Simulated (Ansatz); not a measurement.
MgO, space group P6_3/mmc, a band structure

Computed with the Ansatz DFT code, driven from Python.

At the Python prompt:
```pycon
>>> import warnings
>>> import ansatz as az
>>> import numpy as np
>>> FUNCTIONAL = "pbesol"
>>> FILLING = "Fixed"
>>> KGRID = (6, 6, 6)
>>> EXTRA_BANDS = 6
>>> vectors = np.array([
...     [3.48638, 0.0, 0.0],
...     [-1.74319, 3.01929, 0.0],
...     [0.0, 0.0, 4.17804],
... ])
>>> xtal = (
...     az.Lattice.of(vectors)
...     .atom("Mg", (2 / 3, 1 / 3, 0.75))
...     .atom("Mg", (1 / 3, 2 / 3, 0.25))
...     .atom("O", (2 / 3, 1 / 3, 0.25))
...     .atom("O", (1 / 3, 2 / 3, 0.75))
... )
>>> # vertices of the path, as fractions of the reciprocal vectors
>>> path = [
...     ("G", (0.0, 0.0, 0.0)),
...     ("M", (0.5, 0.0, 0.0)),
...     ("K", (0.33333, 0.33333, 0.0)),
...     ("G", (0.0, 0.0, 0.0)),
...     ("A", (0.0, 0.0, 0.5)),
...     ("L", (0.5, 0.0, 0.5)),
...     ("H", (0.33333, 0.33333, 0.5)),
...     ("A", (0.0, 0.0, 0.5)),
... ]
>>> job = (
...     xtal.calculation()
...     .functional(FUNCTIONAL)
...     .occupations(FILLING)
...     .kpoints(*KGRID, center="gamma")  # the mesh must be finer for metals
...     .basis(31 * az.Ry)
...     .band_structure([point for _, point in path], intervals=6)  # levels along the path at the converged density
...     .scf(extra_bands=EXTRA_BANDS)
... )
>>> with warnings.catch_warnings(record=True) as caught:
...     warnings.simplefilter("always")
...     result = job.run()
...
>>> print("warnings raised:", sorted(w.category.__name__ for w in caught) or "none")
warnings raised: none
>>> data = result.report
>>> data["n_iterations"], data["closed_by"]
(6, 'deck_thresholds')
>>> sorted(key for key in data if key.endswith("_ev"))
['band_edges_ev', 'eigenvalues_ev', 'energy_sigma0_ev', 'entropy_ts_ev', 'fermi_energy_ev', 'free_energy_ev', 'gap_by_band_count_ev', 'harris_foulkes_ev', 'internal_energy_ev', 'lagrangian_ev', 'lagrangian_sigma0_ev', 'loop_eigenvalues_ev', 'loop_fermi_energy_ev', 'occupations_fermi_energy_ev', 'residual_norms_ev']
>>> data["n_kpoints"], data["n_symmetry_ops"], data["n_pw"]
(28, 24, 835)
>>> print("%-22s %14.5f eV" % ("F = E - TS", data["free_energy_ev"]))
F = E - TS                -4951.48153 eV
>>> print("%-22s %14.5f eV" % ("E", data["internal_energy_ev"]))
E                         -4951.48153 eV
>>> print("%-22s %14.5f eV" % ("Harris-Foulkes", data["harris_foulkes_ev"]))
Harris-Foulkes            -4951.48153 eV
>>> print("%-22s %14.5f eV" % ("Fermi level", data["fermi_energy_ev"]))
Fermi level                   6.08492 eV
>>> bands = result.band_structure()
>>> fermi = bands.fermi_energy_ev
>>> print(f"zero of the bands: {fermi:.3f} eV, the Fermi level found on the SCF mesh")
zero of the bands: 6.085 eV, the Fermi level found on the SCF mesh
>>> levels = bands.channels[0].eigenvalues_ev - fermi
>>> filled = round(data["n_electrons"]) // 2
>>> valence, conduction = levels[:, filled - 1], levels[:, filled]
>>> print("k (fractions)              top valence  bottom conduction (eV)")
k (fractions)              top valence  bottom conduction (eV)
>>> for k, lo, hi in zip(bands.kpoints_frac, valence, conduction):
...     print(f"{k[0]:7.3f} {k[1]:7.3f} {k[2]:7.3f} {lo:12.3f} {hi:13.3f}")
...
  0.000   0.000   0.000        0.000         3.317
  0.083   0.000   0.000       -0.057         3.635
  0.167   0.000   0.000       -0.224         4.392
  0.250   0.000   0.000       -0.484         5.291
  0.333   0.000   0.000       -0.565         6.110
  0.417   0.000   0.000       -0.532         6.667
  0.500   0.000   0.000       -0.522         6.856
  0.472   0.056   0.000       -0.549         6.877
  0.444   0.111   0.000       -0.621         6.934
  0.417   0.167   0.000       -0.718         7.008
  0.389   0.222   0.000       -0.810         7.080
  0.361   0.278   0.000       -0.870         7.132
  0.333   0.333   0.000       -0.889         7.151
  0.278   0.278   0.000       -0.837         7.044
  0.222   0.222   0.000       -0.751         6.590
  0.167   0.167   0.000       -0.628         5.724
  0.111   0.111   0.000       -0.295         4.671
  0.056   0.056   0.000       -0.076         3.732
  0.000   0.000   0.000        0.000         3.317
  0.000   0.000   0.083       -0.147         3.471
  0.000   0.000   0.167       -0.519         3.870
  0.000   0.000   0.250       -0.955         4.409
  0.000   0.000   0.333       -1.057         5.022
  0.000   0.000   0.417       -1.173         5.678
  0.000   0.000   0.500       -1.296         6.356
  0.083   0.000   0.500       -1.212         6.428
  0.167   0.000   0.500       -1.060         6.611
  0.250   0.000   0.500       -0.938         6.833
  0.333   0.000   0.500       -0.867         7.023
  0.417   0.000   0.500       -0.835         7.144
  0.500   0.000   0.500       -0.826         7.185
  0.472   0.056   0.500       -0.765         7.233
  0.444   0.111   0.500       -0.645         7.368
  0.417   0.167   0.500       -0.531         7.563
  0.389   0.222   0.500       -0.447         7.774
  0.361   0.278   0.500       -0.398         7.942
  0.333   0.333   0.500       -0.382         8.006
  0.278   0.278   0.500       -0.437         7.789
  0.222   0.222   0.500       -0.578         7.383
  0.167   0.167   0.500       -0.769         7.004
  0.111   0.111   0.500       -0.980         6.688
  0.056   0.056   0.500       -1.186         6.450
  0.000   0.000   0.500       -1.296         6.356
>>> print(f"on this path: least direct gap {np.min(conduction - valence):.3f} eV, least gap {conduction.min() - valence.max():.3f} eV")
on this path: least direct gap 3.317 eV, least gap 3.317 eV
```

Absolute energies stand on the zero of these potentials, so only differences at equal settings mean something. A total without «per atom» is that of the cell as typed. Semilocal gaps usually lie well under measured ones. With fixed filling the reported Fermi level is the top filled level among the k-points of the SCF. The zero of the levels is a convention of the potentials, so an absolute Fermi energy is no work function. This cell is a computed structure, which may not be the phase found in nature. Gaps and levels are Kohn-Sham values on a finite set of k-points. Run time: 2.6 s on 1 thread of Intel(R) Xeon(R) Processor @ 2.30GHz (shared host), peak memory 0.47 GiB.
